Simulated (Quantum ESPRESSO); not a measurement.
InP:

```
In P
1.0
     0.00000    2.93050    2.93050
     2.93050    0.00000    2.93050
     2.93050    2.93050    0.00000
In P
1 1
Direct
  0.00000 0.00000 0.00000
  0.75000 0.75000 0.75000
```

Base run:

```yaml
Program: Quantum ESPRESSO 7.5
Functional: PBEsol
Potentials_or_basis: PseudoDojo 0.4.1 SR PBEsol standard
Cutoff: 952 eV
Density_cutoff: 3810 eV
k_mesh: 8 × 8 × 8
Occupations: fermi-dirac, width 0.05 eV
Spin: no spin polarisation
```

Its results: band gap on the k mesh 0.61 eV, direct; pressure 0.7 GPa.

Question: The run is repeated on the same cell with these changes: functional from PBEsol to LDA; potentials or basis from PseudoDojo 0.4.1 SR PBEsol standard to PseudoDojo 0.4.1 SR LDA standard. What comes out?

Answer: Band gap on the k mesh 0.49 eV, direct; pressure -1.3 GPa.

Caveats: spin-orbit coupling is left out, which moves the levels of the heavy elements.
